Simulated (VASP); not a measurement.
# Nb (Fm-3m) in VASP: notebook

The runs below take Nb through band structure, phonons, optical spectrum, equation of state, with HSEsol+D4, LDA, BLYP+D3, r2SCAN+rVV10+U, r2SCAN.

Everything below comes from runs of VASP 6.6.1. Logs are shortened: lines on timing, memory, paths and dates and some standing lists are left out, and cuts for length are marked.

### 1 The structure

It takes space group Fm-3m (No. 225, cubic). The conventional cell has a = 4.230 Å, b = 4.230 Å, c = 4.230 Å, α = 90.00°, β = 90.00°, γ = 90.00°. Around Nb (site symmetry m-3m) lie 12 Nb at 2.99 Å.

This isn't the form of Nb at room conditions, which is bcc.

### 2 Band structure, HSEsol+D4 (volume scaled by 1.04)

File POSCAR:

```
Nb
1.0
    0.0000000000      2.1428321391      2.1428321391
    2.1428321391      0.0000000000      2.1428321391
    2.1428321391      2.1428321391      0.0000000000
Nb
1
Cartesian
    0.0000000000      0.0000000000      0.0000000000
```

File INCAR.step1:

```
ALGO = Normal ; EDIFF = 1E-5
ENCUT = 520 ; GGA = PE
ISIF = 2 ; ISMEAR = 0
LASPH = True ; LCHARG = False
LMAXMIX = 4 ; LREAL = False
LWAVE = True ; NBANDS = 12
NELM = 60 ; PREC = Accurate
SIGMA = 0.01
```

File INCAR.step2:

```
ALGO = Normal ; EDIFF = 1E-6
ENCUT = 520 ; GGA = PS
HFSCREEN = 0.2 ; ISIF = 2
ISMEAR = 0 ; ISTART = 1
IVDW = 13 ; LASPH = True
LCHARG = False ; LHFCALC = True
LMAXMIX = 4 ; LREAL = False
LWAVE = False ; NBANDS = 12
NELM = 60 ; PREC = Accurate
PRECFOCK = Fast ; SIGMA = 0.01
VDW_A1 = 0.45646268 ; VDW_A2 = 5.59662251
VDW_S6 = 1.0 ; VDW_S8 = 1.82207807
```

File KPOINTS:

```
k-points
0
Gamma
  6 6 6
```

File KPOINTS_OPT:

```
path GXWKGLUWLK,UX
10
line-mode
reciprocal
 0.0000000000  0.0000000000  0.0000000000  G
 0.5000000000  0.0000000000  0.5000000000  X

 0.5000000000  0.0000000000  0.5000000000  X
 0.5000000000  0.2500000000  0.7500000000  W

 0.5000000000  0.2500000000  0.7500000000  W
 0.3750000000  0.3750000000  0.7500000000  K

 0.3750000000  0.3750000000  0.7500000000  K
 0.0000000000  0.0000000000  0.0000000000  G

 0.0000000000  0.0000000000  0.0000000000  G
 0.5000000000  0.5000000000  0.5000000000  L

 0.5000000000  0.5000000000  0.5000000000  L
 0.6250000000  0.2500000000  0.6250000000  U

 0.6250000000  0.2500000000  0.6250000000  U
 0.5000000000  0.2500000000  0.7500000000  W

 0.5000000000  0.2500000000  0.7500000000  W
 0.5000000000  0.5000000000  0.5000000000  L

 0.5000000000  0.5000000000  0.5000000000  L
 0.3750000000  0.3750000000  0.7500000000  K

 0.6250000000  0.2500000000  0.6250000000  U
 0.5000000000  0.0000000000  0.5000000000  X
```

Potentials or basis: VASP PAW PBE potentials, release 64 (Nb_sv).

The run is started by

```sh
$ cat potpaw_PBE.64/Nb_sv/POTCAR > POTCAR
$ cp INCAR.step1 INCAR
$ mpirun -np 1 vasp_std > vasp.out
$ cp INCAR.step2 INCAR
$ mpirun -np 1 vasp_std > vasp.out
```

OUTCAR:

```text
EDIFF = 1E-6
   ENCUT = 520
   GGA = PS
   HFSCREEN = 0.2
   ISIF = 2
   ISMEAR = 0
   ISTART = 1
   IVDW = 13
   LASPH = True
   LHFCALC = True
   LREAL = False
   NELM = 60
   PREC = Accurate
   PRECFOCK = Fast

 ion  position               nearest neighbor table
   1  0.000  0.000  0.000-

  LATTYP: Found a face centered cubic cell.
 ALAT       =     4.2856642782

  Lattice vectors:

 A1 = (   0.0000000000,   2.1428321391,   2.1428321391)
 A2 = (   2.1428321391,   0.0000000000,   2.1428321391)
 A3 = (   2.1428321391,   2.1428321391,   0.0000000000)

Analysis of symmetry for initial positions (statically):
=====================================================================
 Subroutine PRICEL returns:
 Original cell was already a primitive cell.

 Routine SETGRP: Setting up the symmetry group for a
 face centered cubic supercell.

 Subroutine GETGRP returns: Found 48 space group operations
 (whereof 48 operations were pure point group operations)
 out of a pool of 48 trial point group operations.

The static configuration has the point symmetry O_h .

Analysis of symmetry for dynamics (positions and initial velocities):
=====================================================================
 Subroutine PRICEL returns:
 Original cell was already a primitive cell.

 Routine SETGRP: Setting up the symmetry group for a
 face centered cubic supercell.

 Subroutine GETGRP returns: Found 48 space group operations
 (whereof 48 operations were pure point group operations)
 out of a pool of 48 trial point group operations.

The dynamic configuration has the point symmetry O_h .

 Subroutine INISYM returns: Found 48 space group operations
 (whereof 48 operations are pure point group operations),
 and found     1 'primitive' translations

----------------------------------------------------------------------------------------

                                     Primitive cell

  volume of cell :      19.6786

  direct lattice vectors                    reciprocal lattice vectors
     0.000000000  2.142832139  2.142832139    -0.233336056  0.233336056  0.233336056
     2.142832139  0.000000000  2.142832139     0.233336056 -0.233336056  0.233336056
     2.142832139  2.142832139  0.000000000     0.233336056  0.233336056 -0.233336056

  length of vectors
     3.030422273  3.030422273  3.030422273     0.404149904  0.404149904  0.404149904

  position of ions in fractional coordinates (direct lattice)
     0.000000000  0.000000000  0.000000000

  ion indices of the primitive-cell ions
   primitive index   ion index
                 1           1

----------------------------------------------------------------------------------------

 KPOINTS: k-points

Automatic generation of k-mesh.
 Grid dimensions read from file:
 generate k-points for:    6    6    6

 Generating k-lattice:

  Cartesian coordinates                     Fractional coordinates (reciprocal lattice)
    -0.038889343  0.038889343  0.038889343     0.166666667  0.000000000  0.000000000
     0.038889343 -0.038889343  0.038889343     0.000000000  0.166666667  0.000000000
     0.038889343  0.038889343 -0.038889343     0.000000000  0.000000000  0.166666667

  Length of vectors
     0.067358317  0.067358317  0.067358317

  Shift w.r.t. Gamma in fractional coordinates (k-lattice)
     0.000000000  0.000000000  0.000000000

 Subroutine IBZKPT returns following result:
 ===========================================

 Found     16 irreducible k-points:

 Following reciprocal coordinates:
            Coordinates               Weight
  0.000000  0.000000  0.000000      1.000000
  0.166667  0.000000  0.000000      8.000000
  0.333333  0.000000  0.000000      8.000000
  0.500000  0.000000  0.000000      4.000000
  0.166667  0.166667  0.000000      6.000000
  0.333333  0.166667  0.000000     24.000000
[... 8 lines left out ...]
 -0.333333  0.333333  0.166667     24.000000
 -0.333333  0.500000  0.166667     12.000000
   k-points           NKPTS =     16   k-points in BZ     NKDIM =    216   number of bands    NBANDS=     12
   number of dos      NEDOS =    301   number of ions     NIONS =      1
   total plane-waves  NPLWV =  13824
   dimension x,y,z NGX =    24 NGY =   24 NGZ =   24
   dimension x,y,z NGXF=    48 NGYF=   48 NGZF=   48
   ions per type =               1
   NGX,Y,Z   is equivalent  to a cutoff of  13.17, 13.17, 13.17 a.u.
   NGXF,Y,Z  is equivalent  to a cutoff of  26.33, 26.33, 26.33 a.u.
 SYSTEM =  unknown system
   PREC   = accura    normal or accurate (medium, high low for compatibility)
   ISTART =      1    job   : 0-new  1-cont  2-samecut
   ICHARG =      0    charge: 1-file 2-atom 10-const
   ISPIN  =      1    spin polarized calculation?
   LNONCOLLINEAR =      F non collinear calculations
   LSORBIT =      F    spin-orbit coupling
   LASPH  =      T    aspherical Exc in radial PAW
   ENCUT  =  520.0 eV  38.22 Ry    6.18 a.u.   5.63  5.63  5.63*2*pi/ulx,y,z
   NELM   =     60;   NELMIN=  2; NELMDL=  0     # of ELM steps
   EDIFF  = 0.1E-05   stopping-criterion for ELM
   LREAL  =      F    real-space projection
   EDIFFG = 0.1E-04   stopping-criterion for IOM
   NSW    =      0    number of steps for IOM
   IBRION =     -1    ionic relax: 0-MD 1-quasi-New 2-CG
   NFREE  =      0    steps in history (QN), initial steepest desc. (CG)
   ISIF   =      2    stress and relaxation
   ISYM   =      3    0-nonsym 1-usesym 2-fastsym
   POTIM  = 0.5000    time-step for ionic-motion
   TEBEG  =    0.0;   TEEND  =   0.0 temperature during run
   PSTRESS=    0.0 pullay stress
   NELECT =      13.0000    total number of electrons
   NUPDOWN=      -1.0000    fix difference up-down
   EMIN   =  10.00;   EMAX   =-10.00  energy-range for DOS
   EFERMI =   0.00;   METHOD = LEGACY
   ISMEAR =     0;   SIGMA  =   0.01  broadening in eV -4-tet -1-fermi 0-gaus
   EFERMI_NEDOS =   21; number of points for ismear=-14 and -15
   IALGO  =     38    algorithm
   IMIX   =      1    mixing-type and parameters
     AMIX     =   0.40;   BMIX     =  1.00
     AMIX_MAG =   1.60;   BMIX_MAG =  1.00
  volume/ion in A,a.u.               =      19.68       132.80
  Fermi-wavevector in a.u.,A,eV,Ry     =   1.425797  2.694366 27.659257  2.032898
  Thomas-Fermi vector in A             =   2.546143
   LORBIT       =      0    0 simple, 1 ext, 2 COOP (PROOUT), +10 PAW based schemes
   GGA     = PS    functional components
   LHFCALC =     T    Hartree Fock is set to
   PRECFOCK=fast      Normal, Fast or Accurate (Low or Medium for compatibility)
   ENCUT4O =  -1.0   cutoff for four orbital integrals eV
   NKREDX  =     1    reduce k-point grid by
   NKREDY  =     1    reduce k-point grid by
   NKREDZ  =     1    reduce k-point grid by
   AEXX    =    0.2500 exact exchange contribution
   HFSCREEN=    0.2000 screening length (either q_TF or 0.3 A-1)
   HFSCREENC=   0.2000 screening length for correlation (either q_TF or 0.3 A-1)
   ENCUTFOCK=  -1.0 apply spherical cutoff to Coloumb kernel
   IVDW    =    13    specifies the selected vdW correction
   LEPSILON=     F    determine dielectric tensor
   LRPA    =     F    only Hartree local field effects (RPA)
 non-spin polarized calculation
 Gauss-broadening in eV      SIGMA  =   0.01
  energy-cutoff  :      520.00
  volume of cell :       19.68
 maximum number of plane-waves:       544
 NGX is ok and might be reduce to    24
  NGX = 14; NGY = 14; NGZ = 14

 number of electron      12.9999999 magnetization

 Free energy of the ion-electron system (eV)
  ---------------------------------------------------
  ext. energy  EPLUGINS =         0.00000000
  ---------------------------------------------------
  free energy    TOTEN  =       -11.96206713 eV

  energy without entropy =      -11.96158914  energy(sigma->0) =      -11.96182813

 E-fermi :  10.3931     XC(G=0):  -9.9610

 val. band max:       10.1071811027   @ k =   0.5000   0.1667   0.0000
 cond. band min:      10.3991392469   @ k =   0.3333   0.1667   0.0000
 fundamental gap:      0.2919581441
 Fermi energy:        10.3930677241

 k-point     1 :       0.0000    0.0000    0.0000
  band No.  band energies     occupation
      1     -48.6654      2.00000
      2     -22.6439      2.00000
      3     -22.6439      2.00000
      4     -22.6439      2.00000
      5       2.9410      2.00000
      6      10.5333      0.00000
      7      10.5333      0.00000
      8      10.5333      0.00000
      9      13.5119      0.00000
     10      13.5120      0.00000
     11      22.5608      0.00000
     12      27.4904      0.00000

 k-point     2 :       0.1667    0.0000    0.0000
  band No.  band energies     occupation
      1     -48.6205      2.00000
      2     -22.9488      2.00000
      3     -22.6791      2.00000
      4     -22.6791      2.00000
      5       3.9711      2.00000
      6       9.6947      2.00000
      7      10.9138      0.00000
      8      10.9138      0.00000
      9      13.2380      0.00000
     10      13.2380      0.00000
     11      24.1082      0.00000
     12      25.1395      0.00000

 k-point     3 :       0.3333    0.0000    0.0000
  band No.  band energies     occupation
      1     -48.5296      2.00000
      2     -23.5315      2.00000
      3     -22.7493      2.00000
      4     -22.7493      2.00000
      5       5.6096      2.00000
      6       9.6002      2.00000
      7      10.7513      0.00000
      8      10.7513      0.00000
      9      14.1677      0.00000
     10      14.1677      0.00000
     11      21.9595      0.00000
     12      24.9158      0.00000
[... 166 lines left out ...]
 k-point    15 :      -0.3333    0.3333    0.1667
  band No.  band energies     occupation
      1     -48.4391      2.00000
      2     -23.5373      2.00000
      3     -23.2410      2.00000
      4     -22.9488      2.00000
      5       7.8122      2.00000
      6       7.8896      2.00000
      7       9.2331      2.00000
      8      12.3957      0.00000
      9      14.9138      0.00000
     10      19.0371      0.00000
     11      19.8848      0.00000
     12      24.4268      0.00000

 k-point    16 :      -0.3333    0.5000    0.1667
  band No.  band energies     occupation
      1     -48.4246      2.00000
      2     -23.5573      2.00000
      3     -23.2121      2.00000
      4     -23.0560      2.00000
      5       6.7815      2.00000
      6       7.4671      2.00000
      7      10.4305      0.00000
      8      13.3060      0.00000
      9      15.7965      0.00000
     10      19.0102      0.00000
     11      21.4166      0.00000
     12      21.4526      0.00000

------------------------ aborting loop because EDIFF is reached ----------------------------------------

  DFT-D4 for vdW energy calculation

  Edisp (eV):   -0.23589

  FORCE on cell =-STRESS in cart. coord.  units (eV):
  Direction    XX          YY          ZZ          XY          YZ          ZX
  --------------------------------------------------------------------------------------
  -------------------------------------------------------------------------------------
  Total      -1.79330    -1.79330    -1.79330    -0.00000    -0.00000     0.00000
  in kB    -146.00544  -146.00544  -146.00544    -0.00000    -0.00000     0.00000
  external pressure =     -146.01 kB  Pullay stress =        0.00 kB

 VOLUME and BASIS-vectors are now :
 -----------------------------------------------------------------------------
  energy-cutoff  :      520.00
  volume of cell :       19.68
      direct lattice vectors                 reciprocal lattice vectors
     0.000000000  2.142832139  2.142832139    -0.233336056  0.233336056  0.233336056
     2.142832139  0.000000000  2.142832139     0.233336056 -0.233336056  0.233336056
     2.142832139  2.142832139  0.000000000     0.233336056  0.233336056 -0.233336056

 POSITION                                       TOTAL-FORCE (eV/Angst)
 -----------------------------------------------------------------------------------
      0.00000      0.00000      0.00000         0.000000      0.000000      0.000000
 -----------------------------------------------------------------------------------
    total drift:                                0.000000      0.000000      0.000000

  FREE ENERGIE OF THE ION-ELECTRON SYSTEM (eV)
  ---------------------------------------------------
  free  energy   TOTEN  =       -12.1979583867 eV

  energy  without entropy=      -12.1974803939  energy(sigma->0) =      -12.19771939
```

Wall time 22 min (1 thread of Intel Xeon Platinum 8559C (Emerald Rapids), shared host); peak memory 0.26 GiB.

What came out:

| Property | Result |
| --- | --- |
| Free energy | -12.1980 eV |
| Pressure | -14.6 GPa |
| Band gap along the path | none (metal or under the smearing width) |
| Dispersion energy per atom | -0.236 eV |

Levels at the corners of the path, in eV from the Fermi level:
| point | band 3 | band 4 | band 5 | band 6 | band 7 | band 8 | band 9 | band 10 |
| --- | --- | --- | --- | --- | --- | --- | --- | --- |
| Γ | -33.04 | -33.04 | -7.45 | 0.14 | 0.14 | 0.14 | 3.12 | 3.12 |
| X | -33.43 | -33.43 | -4.63 | -4.00 | 3.23 | 5.04 | 5.40 | 5.40 |
| X | -33.43 | -33.43 | -4.63 | -4.00 | 3.23 | 5.04 | 5.40 | 5.40 |
| W | -33.78 | -33.46 | -3.14 | -1.64 | -1.64 | 2.12 | 5.40 | 10.16 |
| W | -33.78 | -33.46 | -3.14 | -1.64 | -1.64 | 2.12 | 5.40 | 10.16 |
| K | -33.70 | -33.34 | -3.58 | -2.86 | 0.15 | 3.07 | 4.51 | 8.42 |
| K | -33.70 | -33.34 | -3.58 | -2.86 | 0.15 | 3.07 | 4.51 | 8.42 |
| Γ | -33.04 | -33.04 | -7.45 | 0.14 | 0.14 | 0.14 | 3.12 | 3.12 |
| Γ | -33.04 | -33.04 | -7.45 | 0.14 | 0.14 | 0.14 | 3.12 | 3.12 |
| L | -33.18 | -33.18 | -4.62 | 0.01 | 0.01 | 0.67 | 4.90 | 4.90 |
| L | -33.18 | -33.18 | -4.62 | 0.01 | 0.01 | 0.67 | 4.90 | 4.90 |
| U | -33.70 | -33.34 | -3.58 | -2.86 | 0.15 | 3.07 | 4.51 | 8.42 |
| U | -33.70 | -33.34 | -3.58 | -2.86 | 0.15 | 3.07 | 4.51 | 8.42 |
| W | -33.78 | -33.46 | -3.14 | -1.64 | -1.64 | 2.12 | 5.40 | 10.16 |
| W | -33.78 | -33.46 | -3.14 | -1.64 | -1.64 | 2.12 | 5.40 | 10.16 |
| L | -33.18 | -33.18 | -4.62 | 0.01 | 0.01 | 0.67 | 4.90 | 4.90 |
| L | -33.18 | -33.18 | -4.62 | 0.01 | 0.01 | 0.67 | 4.90 | 4.90 |
| K | -33.70 | -33.34 | -3.58 | -2.86 | 0.15 | 3.07 | 4.51 | 8.42 |
| U | -33.70 | -33.34 | -3.58 | -2.86 | 0.15 | 3.07 | 4.51 | 8.42 |
| X | -33.43 | -33.43 | -4.63 | -4.00 | 3.23 | 5.04 | 5.40 | 5.40 |

Caveat: the k mesh is coarse (spacing up to 0.42 Å⁻¹), so the values aren't converged, least of all with exact exchange; the PAW data sets were made with another functional, which shifts forces and pressure a little; pairwise dispersion overbinds metals, which lowers pressure and volume.

(Continued in part 2 of 3.)
